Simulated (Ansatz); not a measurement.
**Sc: how the settings move a single-point run**

Aim: see which settings change the result for Sc, by how much, and at what cost.

Program: Ansatz 0.2.0. Level of theory: reference: DFT, LDA, all-electron LAPW, scalar-relativistic. These are calculated values, not measurements.

### 1 The structure to begin with

It takes space group Fm-3m (No. 225, cubic). Conventional cell: a = 4.601 Å, b = 4.601 Å, c = 4.601 Å, α = 90.00°, β = 90.00°, γ = 90.00°. Sc (site symmetry m-3m) has 12 Sc at 3.25 Å in its first shell of neighbours.

Coordinates:

```cif
data_structure
_symmetry_space_group_name_H-M 'P 1'
_symmetry_Int_Tables_number 1
_cell_length_a 3.2532
_cell_length_b 3.2532
_cell_length_c 3.2532
_cell_angle_alpha 60.000
_cell_angle_beta 60.000
_cell_angle_gamma 60.000
_cell_volume 24.35
loop_
_atom_site_label
_atom_site_type_symbol
_atom_site_fract_x
_atom_site_fract_y
_atom_site_fract_z
_atom_site_occupancy
Sc1 Sc 0.00000 0.00000 0.00000 1
```

### 2 The reference run

Input file input.yaml:

```yaml
crystal:
  lattice:
    - [0.0, 2.3003784264, 2.3003784264]
    - [2.3003784264, 0.0, 2.3003784264]
    - [2.3003784264, 2.3003784264, 0.0]
  atoms:
    - { symbol: Sc, position: [0.0, 0.0, 0.0] }
kpoints:
  mp_grid: { grid: [12, 12, 12] }
scf:
  occupations: { method: fermi_dirac, width: 0.03 }
hamiltonian:
  xc: lda
  pseudopotentials: { kind: all_electron, lapw: { basis_error: 0.00025 } }
output:
  forces: true
  stress: true
  eigenvalues: true
```

Command:

```sh
> ansatz run input.yaml --threads 1 --pin off --max-ram 2048MiB --backend cpu --events-out ev --progress --plain --runs-dir out
```

### 3 Changing settings: occupations.method gaussian, occupations.width 0.05

input.yaml, as its differences from that of step 2:

```diff
@@ -10,3 +10,3 @@
 scf:
-  occupations: { method: fermi_dirac, width: 0.03 }
+  occupations: { method: gaussian, width: 0.05 }
 hamiltonian:
```

Q: Predict the outcome of this session. Wanted: for each run, ending; energy change; pressure; gap; force.

As calculated:

```tsv
run	ending	energy change	pressure (GPa)	gap (eV)	force (eV/Å)	cycles	time
reference	converged	0	-4.3	0.00	0.00	6	3.9 s
1: occupations.method gaussian, occupations.width 0.05	converged	-0.1 meV/atom (σ→0)	-4.3	0.00	0.00	6	3.9 s
```

Residual by cycle in the longest SCF loop of each run; runs are numbered as in the table. The quantity is the density residual dr2, in eV.

```tsv
cycle	reference	run 1
1	0.0205	0.0202
2	0.00105	0.00113
3	4.4e-4	4.5e-4
4	7.8e-5	6.4e-5
5	3.2e-6	2.3e-6
6	4.5e-8	3.5e-8
```

**Reading.** Changing the smearing hardly moves the energy: -0.1 meV/atom.
